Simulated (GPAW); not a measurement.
## Dielectric function and optical constants of CdTe

Aim: the dielectric function of CdTe, and the optical constants that follow from it. The cell comes from an older database entry, whose edges can differ from later determinations, mostly by under a per cent.

Calculated with GPAW 26.7.0; DFT, PBE, plane-wave PAW (GPAW data sets), scalar-relativistic, RPA, optical limit.

Report form: the programs' logs are mostly left out.

The database entry behind the starting cell differs from later determinations by our own check (an axis about 1.1 % short against later determinations), so it need not match the best structure at ambient conditions.

## Step 1: Starting point

It takes space group F-43m (No. 216, cubic). Conventional cell: a = 6.410 Å, b = 6.410 Å, c = 6.410 Å, α = 90.00°, β = 90.00°, γ = 90.00°. Nearest to Te lie 4 Cd at 2.78 Å. Nearest to Cd lie 4 Te at 2.78 Å. Farther neighbours and most contacts between anions are not listed.

## Step 2: Ground state

First the ground state: is it a metal or has it a gap?

This step: DFT, PBE, plane-wave PAW (GPAW data sets), scalar-relativistic, ground state (GPAW 26.7.0).

Contents of gs.py:

```python
from ase import Atoms
from ase.dft.bandgap import bandgap
from gpaw import GPAW, PW, FermiDirac

atoms = Atoms(['Te', 'Cd'],
              cell=[[0.000000000000, 3.205000000000, 3.205000000000],
                    [3.205000000000, 0.000000000000, 3.205000000000],
                    [3.205000000000, 3.205000000000, 0.000000000000]],
              scaled_positions=[[0.750000000000, 0.750000000000, 0.750000000000],
                                [0.000000000000, 0.000000000000, 0.000000000000]],
              pbc=[True, True, True])
atoms.calc = GPAW(mode=PW(500), xc='PBE', kpts={'size': (6, 6, 6), 'gamma': True},
                  occupations=FermiDirac(0.05), maxiter=150, txt='gs.txt')
print('energy (eV)', atoms.get_potential_energy())
print('Fermi level (eV)', atoms.calc.get_fermi_level())
print('valence electrons', atoms.calc.get_number_of_electrons())
print('gap (eV)', bandgap(atoms.calc, output=None)[0])
print('direct gap (eV)', bandgap(atoms.calc, direct=True, output=None)[0])
atoms.calc.write('gs.gpw')
```

Command:

```console
$ OMP_NUM_THREADS=1 python gs.py
```

Elapsed: 5.9 s, on 1 thread of Intel Xeon Platinum 8488C (Sapphire Rapids), shared host; peak memory 0.15 GiB.

This step gave:

| Property | Result |
| --- | --- |
| energy | -4.998 eV |
| Fermi energy | 4.553 eV |
| gap on the k-mesh | 0.8700 eV |
| direct gap on the mesh | 0.8700 eV |
| electrons | 18 |

There is a gap, 0.87 eV on this mesh (points off the mesh can give less), so no carriers' term is needed.

## Step 3: Bands for the response

At the fixed density, many empty bands are solved on the mesh of the response, since the spectrum sums over them.

This step: DFT, PBE, plane-wave PAW (GPAW data sets), scalar-relativistic, bands at fixed density (GPAW 26.7.0).

Contents of nscf.py:

```python
from ase.dft.bandgap import bandgap
from gpaw import GPAW, FermiDirac

calc = GPAW('gs.gpw').fixed_density(kpts={'size': (9, 9, 9), 'gamma': True}, nbands=46, convergence={'bands': 40},
                                    occupations=FermiDirac(0.001), txt='nscf.txt')
print('gap (eV)', bandgap(calc, output=None)[0])
print('direct gap (eV)', bandgap(calc, direct=True, output=None)[0])
print('top band over the Fermi level (eV)', min(calc.get_eigenvalues(kpt=k)[39] for k in range(len(calc.get_ibz_k_points()))) - calc.get_fermi_level())
calc.write('full.gpw', mode='all')
```

Command:

```console
$ OMP_NUM_THREADS=1 python nscf.py
```

Run time: 49 s. Hardware: 1 thread; peak memory 0.21 GiB.

## Step 4: Dielectric function, RPA

Local fields let the induced charge screen the field inside the cell, which as a rule lowers ε, most along directions where the density is uneven.

This step: DFT, PBE, plane-wave PAW (GPAW data sets), scalar-relativistic, RPA, optical limit (GPAW 26.7.0).

Contents of df.py:

```python
from gpaw.response.df import DielectricFunction

df = DielectricFunction('full.gpw', frequencies={'type': 'nonlinear', 'domega0': 0.03, 'omega2': 8},
                        ecut=50,
                        eta=0.15,
                        nbands=40,
                        txt='df.txt')
for direction in ['x', 'z']:
    df.get_dielectric_function(xc='RPA', direction=direction, filename=f'df_{direction}.csv')
```

Command:

```console
$ OMP_NUM_THREADS=1 python df.py
```

Wall time 7.3 s (1 thread); peak memory 0.3 GiB.

This step gave:

| Property | Result |
| --- | --- |
| electronic dielectric constant ε∞, mean over x, y and z (by symmetry where fewer were run) | 8.626 |

The Im ε, E ∥ x or z has structure finer than the step of the table below, so its rows give means over 0.5 eV, whole bins alone (the curve runs from 0 to 14.0 eV). Peaks (eV: height): 0.88: 3.11, 1.77: 3.85, 3.43: 7.68, 4.42: 12.2, 5.17: 8.98.

Sum at mesh points, not converged in k; values under the direct gap are tails of Lorentzian lines. Im ε, E ∥ x or z against photon energy; means over each step:

photon energy (eV), Im ε, E ∥ x or z and a bar:
```
      0.5        0.7 
      1.0        1.9 ####
      1.5        1.7 ###
      2.0        2.7 ######
      2.5        5.7 ###############
      3.0        6.1 ################
      3.5        6.8 ##################
      4.0        6.5 #################
      4.5       10.8 ##############################
      5.0        8.0 ######################
      5.5        7.5 ####################
      6.0        5.5 ##############
      6.5        5.0 #############
      7.0        3.9 ##########
      7.5        3.2 ########
      8.0        2.4 #####
      8.5        1.8 ###
      9.0        1.5 ##
      9.5        1.4 ##
     10.0        1.2 ##
     10.5        0.9 #
     11.0        0.9 #
     11.5        1.0 #
     12.0        0.7 
     12.5        0.7 
     13.0        0.8 
     13.5        0.7
```

The reflectivity at normal incidence, E ∥ x or z has structure finer than the step of the table below, so its rows give means over 0.5 eV, whole bins alone (the curve runs from 0 to 14.0 eV). Peaks (eV: height): 2.36: 31.5, 3.43: 31.4, 4.56: 42.1, 5.56: 44.9, 6.99: 44.1, 7.73: 44.7, 10.17: 36.7.

Sum at mesh points, not converged in k. Reflectivity at normal incidence, E ∥ x or z against photon energy; means over each step:

photon energy (eV), reflectivity at normal incidence, E ∥ x or z (%) and a bar from the least value:
```
      0.5       25.5 #############
      1.0       23.6 ###########
      1.5       26.0 #############
      2.0       26.2 #############
      2.5       30.1 ##################
      3.0       29.1 #################
      3.5       29.3 #################
      4.0       29.2 #################
      4.5       40.1 ############################
      5.0       35.3 #######################
      5.5       42.0 ##############################
      6.0       36.1 ########################
      6.5       38.3 ##########################
      7.0       42.0 ##############################
      7.5       39.3 ###########################
      8.0       41.3 #############################
      8.5       41.2 #############################
      9.0       34.6 ######################
      9.5       32.5 ####################
     10.0       32.1 ####################
     10.5       28.6 ################
     11.0       21.1 ########
     11.5       20.6 ########
     12.0       23.6 ###########
     12.5       14.9 ##
     13.0       13.4 
     13.5       14.9 ##
```

Sum at mesh points, not converged in k; values under the direct gap are tails of Lorentzian lines. Table of Im ε, E ∥ x or z by photon energy; read off at these points:

| photon energy (eV) | without local fields | with local fields |
| --- | --- | --- |
| 0.000 | 0 | 0 |
| 0.250 | 0.162 | 0.158 |
| 0.500 | 0.494 | 0.484 |
| 0.750 | 1.97 | 1.96 |
| 0.878 | 3.12 | 3.11 |
| 1.000 | 1.99 | 1.98 |
| 1.250 | 0.905 | 0.868 |
| 1.500 | 1.37 | 1.29 |
| 1.750 | 3.92 | 3.76 |
| 2.000 | 2.22 | 2.08 |
| 2.250 | 4.04 | 3.66 |
| 2.500 | 6.55 | 6.03 |
| 2.750 | 5.98 | 5.47 |
| 3.000 | 6.81 | 6.01 |
| 3.250 | 8.03 | 7.10 |
| 3.426 | 8.72 | 7.68 |
| 3.500 | 8.30 | 7.41 |
| 3.750 | 6.95 | 6.01 |
| 4.000 | 7.03 | 5.53 |
| 4.250 | 13.3 | 9.78 |
| 4.380 | 15.6 | 12.1 |
| 4.425 | 15.3 | 12.2 |
| 4.500 | 14.5 | 11.8 |
| 4.750 | 9.72 | 7.93 |
| 5.000 | 10.2 | 7.80 |
| 5.125 | 11.2 | 8.81 |
| 5.250 | 10.8 | 8.90 |
| 5.500 | 9.18 | 7.96 |
| 5.750 | 6.84 | 5.32 |
| 6.000 | 7.28 | 5.45 |
| 6.250 | 6.64 | 5.51 |
| 6.500 | 5.55 | 4.81 |
| 6.750 | 5.27 | 4.84 |
| 7.000 | 3.78 | 3.74 |
| 7.250 | 3.43 | 3.08 |
| 7.500 | 3.50 | 3.53 |
| 7.750 | 2.45 | 2.64 |
| 8.000 | 2.32 | 2.43 |
| 8.250 | 2.02 | 2.11 |
| 8.500 | 1.73 | 1.79 |
| 8.750 | 1.51 | 1.46 |
| 9.000 | 1.66 | 1.55 |
| 9.250 | 1.57 | 1.49 |
| 9.500 | 1.29 | 1.32 |
| 9.750 | 1.23 | 1.25 |
| 10.000 | 1.25 | 1.36 |
| 10.250 | 0.896 | 0.940 |
| 10.500 | 0.947 | 0.907 |
| 10.750 | 0.965 | 0.869 |
| 11.000 | 0.957 | 0.956 |
| 11.250 | 0.987 | 0.932 |
| 11.500 | 0.962 | 1.06 |
| 11.750 | 0.730 | 0.895 |
| 12.000 | 0.628 | 0.748 |
| 12.250 | 0.598 | 0.606 |
| 12.500 | 0.708 | 0.663 |
| 12.750 | 0.764 | 0.710 |
| 13.000 | 0.766 | 0.770 |
| 13.250 | 0.730 | 0.750 |
| 13.500 | 0.673 | 0.667 |
| 13.750 | 0.626 | 0.612 |

The loss function −Im 1/ε at q → 0, E ∥ x or z has structure finer than the step of the table below, so its rows give means over 0.5 eV, whole bins alone (the curve runs from 0 to 14.0 eV). Peaks (eV: height): 12.26: 1.65.

Sum at mesh points, not converged in k; values under the direct gap are tails of Lorentzian lines. Table of loss function −Im 1/ε at q → 0, E ∥ x or z by energy loss; means over each step:

energy loss (eV), loss function −Im 1/ε at q → 0, E ∥ x or z and a bar:
```
      0.5       0.01 
      1.0       0.03 
      1.5       0.02 
      2.0       0.03 
      2.5       0.05 #
      3.0       0.06 #
      3.5       0.09 ##
      4.0       0.07 #
      4.5       0.09 ##
      5.0       0.12 ##
      5.5       0.13 ###
      6.0       0.18 ###
      6.5       0.19 ####
      7.0       0.21 ####
      7.5       0.25 #####
      8.0       0.29 ######
      8.5       0.36 #######
      9.0       0.51 ##########
      9.5       0.58 ############
     10.0       0.65 #############
     10.5       0.95 ###################
     11.0       1.06 #####################
     11.5       0.98 ####################
     12.0       1.31 ##########################
     12.5       1.48 ##############################
     13.0       1.28 ##########################
     13.5       1.46 ##############################
```

At chosen wavelengths:

| wavelength (nm) | n | k | R (%) | 1/α |
| --- | --- | --- | --- | --- |
| 1550 | 3.09 | 0.416 | 26.9 | 296 nm |
| 1064 | 2.78 | 0.178 | 22.3 | 475 nm |
| 633 | 2.89 | 0.385 | 24.3 | 131 nm |
| 450 | 2.83 | 0.960 | 27.4 | 37 nm |
| 405 | 2.98 | 1.044 | 29.6 | 31 nm |
| 365 | 2.84 | 1.326 | 31.2 | 22 nm |
| 308 | 2.87 | 0.990 | 28.0 | 25 nm |

Below the direct gap, k and the depth come from the tails of the Lorentzian lines, not from transitions.

Rows near the edge hang on the gap, which this functional as a rule makes too small, and phonon-assisted absorption is left out.

## Step 5: What came out

| Item | Value |
| --- | --- |
| electronic dielectric constant ε∞, mean over x, y and z (by symmetry where fewer were run) (RPA) | 8.63 |

What this shows: At this level (PBE, RPA) CdTe has ε∞ = 8.63 and n = 3.09 at 1550 nm. On the mesh the gap is 0.87 eV and the least direct gap 0.87 eV. Local fields change the static value along x from 9.58 to 8.63 (-10 %). Excitons and phonon-assisted transitions are missing; PBE gaps are as a rule too small, which pulls the onset down and ε∞ up. Spin-orbit coupling is left out although heavy atoms are present. In this version of GPAW the matrix elements of the optical limit are incomplete, which can lower ε − 1 by up to a tenth where first-row anions or d states rule, and shift it by more in d metals. The sum runs over mesh points 0.19 Å⁻¹ apart with no interpolation, so peaks are partly noise of the mesh; over so small a direct gap single mesh points weigh heavily, so ε∞, n and their changes from run to run can be far off.

[Machine, clock and banner lines and Python warnings are left out of the logs.]

[Logs are printed without paths, hosts, clocks, repeated set-up lines and the standing remarks that a program may print on its own settings, such as how far it seeks lower states.]

[Hosts, paths, dates, database ids (printed as entryN), source tags and the programs' standing remarks are cut or masked in the printed files.]
